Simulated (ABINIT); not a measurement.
Al2O3 (Corundum):

```xyz
10
Lattice="2.3803 1.3742 4.3319 -2.3803 1.3742 4.3319 0.0000 -2.7485 4.3319" Properties=species:S:1:pos:R:3 pbc="T T T"
Al    0.0000    0.0000   11.0743
Al    0.0000    0.0000    8.4191
Al    0.0000    0.0000    1.9213
Al    0.0000    0.0000    4.5765
O    -1.6503   -0.1099    5.4148
O     0.7300    1.4841    5.4148
O     0.9203   -1.3742    5.4148
O     1.6503    0.1099    7.5808
O    -0.7300   -1.4841    7.5808
O    -0.9203    1.3742    7.5808
```

Program: ABINIT 10.8.3 (patched build). Alike in all runs: task single point; no spin polarisation; cell as given; cutoff (eV) 626; smearing fermi-dirac 0.05 eV.

Problem. Order these runs on this cell by their pressure, lowest first.
A. level PBEsol; potentials or basis JTH PAW PBE v2.0; k mesh 4 × 4 × 4
B. level PBE; potentials or basis JTH PAW PBE v2.0; k mesh 4 × 4 × 4
C. level LDA; potentials or basis JTH PAW LDA v2.0; k mesh 6 × 6 × 6

Solution. C (-6.0 GPa), A (2.8 GPa), B (7.3 GPa).

Caveats: the PAW data sets were made with another functional, which shifts forces and pressure a little (some runs).
